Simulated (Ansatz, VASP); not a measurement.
Ag in VASP and in Ansatz

Contents of INCAR:

```
SYSTEM = Ag
PREC = Accurate
ENCUT = 520
EDIFF = 1E-6
ISMEAR = 0
SIGMA = 0.1
LREAL = .FALSE.
LASPH = .TRUE.
NELM = 60
ALGO = Normal
ISIF = 2
LWAVE = .FALSE.
LCHARG = .TRUE.
GGA = PE
LELF = .TRUE.
LVHAR = .TRUE.
NBANDS = 12
```

File KPOINTS:

```
regular mesh
0
G
  8 8 8
  0 0 0
```

Contents of POSCAR:

```
Ag
1.0
    0.0000000000      2.0521781800      2.0521781800
    2.0521781800      0.0000000000      2.0521781800
    2.0521781800      2.0521781800      0.0000000000
Ag
1
Direct
    0.0000000000      0.0000000000      0.0000000000
```

Input for Ansatz:

```yaml
crystal:
  lattice:
    - [0.0, 2.05217818, 2.05217818]
    - [2.05217818, 0.0, 2.05217818]
    - [2.05217818, 2.05217818, 0.0]
  atoms:
    - { symbol: Ag, position: [0.0, 0.0, 0.0] }
basis:
  ecutwfc: 420
kpoints:
  mp_grid: { grid: [8, 8, 8] }
hamiltonian:
  xc: pbe
scf:
  occupations: { method: gaussian, width: 0.1 }
output:
  forces: true
  stress: true
  eigenvalues: true
```

Alike in both runs: task single point; functional PBE; k mesh 8 × 8 × 8; occupations gaussian, width 0.1 eV; no spin polarisation.

```csv
,VASP,Ansatz
version,VASP 6.6.1,Ansatz 0.2.0
potentials or method,"VASP PAW PBE potentials, release 64 (Ag)","scalar-relativistic, plane waves, PAW"
plane-wave cutoff (eV),520,420
valence electrons in the cell,11,19
```

|  | VASP | Ansatz | Ansatz less VASP |
| --- | --- | --- | --- |
| gap on the k mesh at the Fermi level (eV) | none | none | - |
| pressure (GPa) | 3.5 | 3.7 | +0.16 |

A gap of «none» marks a metal or a gap that the smearing closes. The two sets of potentials don't hold the same shells in valence.
